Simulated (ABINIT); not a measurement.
# AlCo (Pm-3m) in ABINIT: settings compared, part 2 of 2

ABINIT 10.8.3 (patched build).

**4. Relaxation of cell and atoms, PBE, collinear spin, ferromagnetic start**

File run.abi:

```
pp_dirpath "./"
pseudos "Co.GGA_PBE-JTH.xml, Al.GGA_PBE-JTH.xml"

acell 3*1.0 Angstrom
rprim
     2.8194032100     0.0000000000     0.0000000000
     0.0000000000     2.8194032100     0.0000000000
     0.0000000000     0.0000000000     2.8194032100
ntypat 2
znucl 27 13
natom 2
typat 1 2
chkprim 0
chksymtnons 0
tolsym 1.0e-6
xred
            1/2            1/2            1/2
            0.0            0.0            0.0

ecut 26.0
pawecutdg 48.0
pawxcdev 0
ecutsm 0.5

kptopt 1
ngkpt 7 7 7
nshiftk 1
shiftk 0.0 0.0 0.0

ixc 11

nband 15
occopt 3
tsmear 0.05 eV

nsppol 2
spinat
     0.0000000000     0.0000000000     2.0000000000
     0.0000000000     0.0000000000     0.0000000000

nstep 80
tolvrs 1.0e-10

iomode 3
prteig 0
prtebands 0
prtwf 0
prtden 0

ionmov 2
optcell 2
ntime 50
tolmxf 2.0e-5
dilatmx 1.08
```

Potentials or basis: JTH PAW PBE v2.0.

The run is started by

```console
> mpirun --bind-to none -np 4 abinit run.abi > log 2>&1
```

run.abo:

```text
.Version 10.8.3 of ABINIT
 Symmetries : space group Pm -3 m (#221); Bravais cP (primitive cubic)
================================================================================
 Values of the parameters that define the memory need of the present run
     intxc =       0    ionmov =       2      iscf =      17    lmnmax =      18
     lnmax =       6     mgfft =      30  mpssoang =       3    mqgrid =    3001
     natom =       2  nloc_mem =       2    nspden =       2   nspinor =       1
    nsppol =       2      nsym =      48    n1xccc =       1    ntypat =       2
    occopt =       3   xclevel =       2
       mpw =        1225          nfft =       27000          nkpt =          20
Pmy_natom=         1
 PAW method is used; the additional fine FFT grid is defined by:
   mgfftf=        36    nfftf =     46656
================================================================================
================================================================================

--------------------------------------------------------------------------------
------------- Echo of variables that govern the present computation ------------
--------------------------------------------------------------------------------
 -outvars: echo values of preprocessed input variables --------
            acell      1.8897261259E+00  1.8897261259E+00  1.8897261259E+00 Bohr
              amu      5.89332000E+01  2.69815390E+01
          chkprim           0
      chksymtnons           0
          dilatmx      1.08000000E+00
             ecut      2.60000000E+01 Hartree
           ecutsm      5.00000000E-01 Hartree
           ionmov           2
              ixc          11
         kptrlatt        7    0    0      0    7    0      0    0    7
          kptrlen      3.72952993E+01
            natom           2
            nband          15
            ngfft          30      30      30
          ngfftdg          36      36      36
             nkpt          20
           nspden           2
           nsppol           2
            nstep          80
             nsym          48
            ntime          50
           ntypat           2
           occopt           3
          optcell           2
        pawecutdg      4.80000000E+01 Hartree
         pawxcdev           0
           prtden           0
        prtebands           0
           prteig           0
            prtwf           0
            rprim      2.8194032100E+00  0.0000000000E+00  0.0000000000E+00
                       0.0000000000E+00  2.8194032100E+00  0.0000000000E+00
                       0.0000000000E+00  0.0000000000E+00  2.8194032100E+00
          spgroup         221
           spinat      0.0000000000E+00  0.0000000000E+00  2.0000000000E+00
                       0.0000000000E+00  0.0000000000E+00  0.0000000000E+00
           tolmxf      2.00000000E-05
           tolsym      1.00000000E-06
           tolvrs      1.00000000E-10
           tsmear      1.83746611E-03 Hartree
            typat      1  2
           useylm           1
           xangst      1.4097016050E+00  1.4097016050E+00  1.4097016050E+00
                       0.0000000000E+00  0.0000000000E+00  0.0000000000E+00
            xcart      2.6639499527E+00  2.6639499527E+00  2.6639499527E+00
                       0.0000000000E+00  0.0000000000E+00  0.0000000000E+00
             xred      5.0000000000E-01  5.0000000000E-01  5.0000000000E-01
                       0.0000000000E+00  0.0000000000E+00  0.0000000000E+00
            znucl       27.00000   13.00000

================================================================================

 chkinp: Checking input parameters for consistency.

[... 65 lines left out ...]

---SELF-CONSISTENT-FIELD CONVERGENCE--------------------------------------------
[... 424 lines left out ...]
 Difference of energy with previous step (new-old):
           Absolute (Ha)=-2.34780E-07
           Relative     =-1.58040E-09

 At Broyd/MD step   4, gradients are converged :
  max grad (force/stress) = 1.4173E-05 < tolmxf= 2.0000E-05 ha/bohr (free atoms)

================================================================================

 ----iterations are completed or convergence reached----

 Mean square residual over all n,k,spin=   32.547E-13; max=  13.588E-11
 reduced coordinates (array xred) for    2 atoms
       0.500000000000      0.500000000000      0.500000000000
       0.000000000000      0.000000000000      0.000000000000
 rms dE/dt=  0.0000E+00; max dE/dt=  0.0000E+00; dE/dt below (all hartree)
    1       0.000000000000      0.000000000000      0.000000000000
    2       0.000000000000      0.000000000000      0.000000000000

 cartesian coordinates (angstrom) at end:
    1      1.42603095959419     1.42603095959419     1.42603095959419
    2      0.00000000000000     0.00000000000000     0.00000000000000

 cartesian forces (hartree/bohr) at end:
    1     -0.00000000000000    -0.00000000000000    -0.00000000000000
    2     -0.00000000000000    -0.00000000000000    -0.00000000000000
 frms,max,avg= 0.0000000E+00 0.0000000E+00   0.000E+00  0.000E+00  0.000E+00 h/b

 cartesian forces (eV/Angstrom) at end:
    1     -0.00000000000000    -0.00000000000000    -0.00000000000000
    2     -0.00000000000000    -0.00000000000000    -0.00000000000000
 frms,max,avg= 0.0000000E+00 0.0000000E+00   0.000E+00  0.000E+00  0.000E+00 e/A
 length scales=  5.389615921397  5.389615921397  5.389615921397 bohr
              =  2.852061919188  2.852061919188  2.852061919188 angstroms
 Fermi (or HOMO) energy (hartree) =   0.47423   Average Vxc (hartree)=  -0.43196
 Magnetization (Bohr magneton)=  7.62933414E-08
 Total spin up =  1.00000000E+01   Total spin down =  9.99999996E+00
 Eigenvalues (hartree) for nkpt=  20  k points, SPIN UP:
 kpt#   1, nband= 15, wtk=  0.00292, kpt=  0.0000  0.0000  0.0000 (reduced coord)
  -3.00675   -1.65761   -1.65761   -1.65761    0.06849    0.36709    0.36709    0.44508
   0.44508    0.44508    0.69403    0.69403    0.69403    0.79675    0.79675
      occupation numbers for kpt#   1
   1.00000    1.00000    1.00000    1.00000    1.00000    1.00000    1.00000    1.00000
   1.00000    1.00000    0.00000    0.00000    0.00000    0.00000    0.00000
 prteigrs : prtvol=0 or 1, do not print more k-points.

 Eigenvalues (hartree) for nkpt=  20  k points, SPIN DOWN:
 kpt#   1, nband= 15, wtk=  0.00292, kpt=  0.0000  0.0000  0.0000 (reduced coord)
  -3.00675   -1.65761   -1.65761   -1.65761    0.06849    0.36709    0.36709    0.44508
   0.44508    0.44508    0.69403    0.69403    0.69403    0.79675    0.79675
      occupation numbers for kpt#   1
   1.00000    1.00000    1.00000    1.00000    1.00000    1.00000    1.00000    1.00000
   1.00000    1.00000    0.00000    0.00000    0.00000    0.00000    0.00000
 prteigrs : prtvol=0 or 1, do not print more k-points.

--- !EnergyTerms
iteration_state     : {dtset: 1, itime: 4, icycle: 1, }
comment             : Components of total free energy in Hartree
kinetic             :  1.29126593850884E+01
hartree             :  4.87979361501748E+01
xc                  : -4.30435942024853E+00
Ewald energy        : -8.60276623930337E+01
psp_core            :  1.46507326765076E+00
local_psp           : -1.47594861878762E+02
PAW spherical_terms :  2.61943027931232E+01
internal            : -1.48556912096007E+02
'-kT*entropy'       : -1.48989781657012E-04
total_energy        : -1.48557061085789E+02
total_energy_eV     : -4.04244356877319E+03
...

--- !EnergyTermsDC
iteration_state     : {dtset: 1, itime: 4, icycle: 1, }
comment             : '"Double-counting" decomposition of free energy'
band_energy         : -1.15717646324762E+01
Ewald energy        : -8.60276623930337E+01
psp_core            :  1.46507326765076E+00
xc_dc               : -4.77860808073637E+01
PAW spherical_terms : -4.63648050881037E+00
internal            : -1.48556915074033E+02
'-kT*entropy'       : -1.48989781657012E-04
total_energy_dc     : -1.48557064063815E+02
total_energy_dc_eV  : -4.04244364980941E+03
...

--- !EnergyTermsWithPAWCore
iteration_state     : {dtset: 1, itime: 4, icycle: 1, }
comment             : 'Components of total free energy, including PAW core contributions'
Total energy        : -1.63631551577485E+03
Total energy DC     : -1.63631551875287E+03
Total energy (eV)   : -4.45264135200410E+04
Total energy DC (eV): -4.45264136010772E+04
...

 Cartesian components of stress tensor (hartree/bohr^3)
  sigma(1 1)= -1.41725904E-07  sigma(3 2)=  0.00000000E+00
  sigma(2 2)= -1.41725904E-07  sigma(3 1)=  0.00000000E+00
  sigma(3 3)= -1.41725904E-07  sigma(2 1)=  0.00000000E+00

-Cartesian components of stress tensor (GPa)         [Pressure=  4.1697E-03 GPa]
- sigma(1 1)= -4.16972005E-03  sigma(3 2)=  0.00000000E+00
- sigma(2 2)= -4.16972005E-03  sigma(3 1)=  0.00000000E+00
- sigma(3 3)= -4.16972005E-03  sigma(2 1)=  0.00000000E+00

== END DATASET(S) ==============================================================
================================================================================

 -outvars: echo values of variables after computation  --------
            acell      5.3896159214E+00  5.3896159214E+00  5.3896159214E+00 Bohr
           etotal     -1.4855706406E+02
            fcart     -0.0000000000E+00 -0.0000000000E+00 -0.0000000000E+00
                      -0.0000000000E+00 -0.0000000000E+00 -0.0000000000E+00
           strten     -1.4172590394E-07 -1.4172590394E-07 -1.4172590393E-07
                       0.0000000000E+00  0.0000000000E+00  0.0000000000E+00
           xangst      1.4260309596E+00  1.4260309596E+00  1.4260309596E+00
                       0.0000000000E+00  0.0000000000E+00  0.0000000000E+00
             xred      5.0000000000E-01  5.0000000000E-01  5.0000000000E-01
                       0.0000000000E+00  0.0000000000E+00  0.0000000000E+00
 Calculation completed.
```

Run time: 29 s. Hardware: 4 MPI ranks of Intel Xeon 6975P-C (Granite Rapids), shared host; peak memory 0.52 GiB.

What came out:

| Quantity | Value |
| --- | --- |
| Free energy | -4042.4436 eV |
| Relaxed volume | 11.60 Å³/atom |
| Relaxed cell | a = 2.852 Å, b = 2.852 Å, c = 2.852 Å, α = 90.00°, β = 90.00°, γ = 90.00° |
| Space group after relaxing (to 0.05 Å) | Pm-3m (No. 221) |
| Energy gained by relaxing | 8.0 meV/atom |
| Ionic steps | 4 |
| Pressure after relaxing | 0.0 GPa |
| Band gap on the k mesh | none (metal or under the smearing width) |
| Net moment | 0.00 μB per cell |

Step by step:
| step | energy change (eV) | largest force (eV/Å) | pressure (GPa) | volume (Å³) |
| --- | --- | --- | --- | --- |
| 1 | 0.0000 | 0.0000 | 6.71 | 22.41 |
| 2 | -0.0133 | 0.0000 | 2.61 | 22.87 |
| 3 | -0.0159 | 0.0000 | 0.12 | 23.18 |
| 4 | -0.0159 | 0.0000 | 0.00 | 23.20 |

Final structure:
```
Co Al
1.0
     2.85206    0.00000    0.00000
     0.00000    2.85206    0.00000
     0.00000    0.00000    2.85206
Co Al
1 1
Direct
  0.50000 0.50000 0.50000
  0.00000 0.00000 0.00000
```

Caveat: the starting moments collapsed, and a magnetic state may lie lower.

**5. Single point, PBE, collinear spin, ferromagnetic start (cell relaxed)**

File run.abi:

```
pp_dirpath "./"
pseudos "Co.GGA_PBE-JTH.xml, Al.GGA_PBE-JTH.xml"

acell 2.85206192 2.85206192 2.85206192 Angstrom
rprim
     1.0000000000     0.0000000000     0.0000000000
     0.0000000000     1.0000000000     0.0000000000
     0.0000000000     0.0000000000     1.0000000000
ntypat 2
znucl 27 13
natom 2
typat 1 2
xred
     0.5000000000     0.5000000000     0.5000000000
     0.0000000000     0.0000000000     0.0000000000
chkprim 0
chksymtnons 0
tolsym 1.0e-6

ecut 707.496042 eV
pawecutdg 48.0
pawxcdev 0

kptopt 1
ngkpt 7 7 7
nshiftk 1
shiftk 0.0 0.0 0.0

ixc 11

nband 15
occopt 3
tsmear 0.05 eV

nsppol 2
spinat
     0.0000000000     0.0000000000     2.0000000000
     0.0000000000     0.0000000000     0.0000000000

nstep 100
tolvrs 1.0e-9

iomode 3
prtwf 0
prtden 0
prteig 0
prtebands 0
enunit 1
```

The run is started by

```console
> mpirun --bind-to none -np 4 abinit run.abi > log 2>&1
```

Run time: 10 s. Hardware: 4 MPI ranks of Intel Xeon 6975P-C (Granite Rapids), shared host; peak memory 0.44 GiB.

Results (log left out):

- Free energy: -4042.4437 eV
- Pressure: -0.1 GPa
- Band gap on the k mesh: none (metal or under the smearing width)
- Net moment: 0.00 μB per cell
- Valence electrons inside the program's atomic spheres: Co 15.68; Al 0.83

Levels at points of the mesh, in eV from the Fermi level:
Spin up:
| k point | band 7 | band 8 | band 9 | band 10 | band 11 | band 12 | band 13 | band 14 |
| --- | --- | --- | --- | --- | --- | --- | --- | --- |
| (0.00, 0.00, 0.00) | -2.92 | -0.79 | -0.79 | -0.79 | 5.98 | 5.98 | 5.98 | 8.78 |
Spin down:
```
           k point  band 7  band 8  band 9  band 10  band 11  band 12  band 13  band 14
(0.00, 0.00, 0.00)   -2.92   -0.79   -0.79    -0.79     5.98     5.98     5.98     8.78
```

Caveat: the starting moments collapsed, and a magnetic state may lie lower.
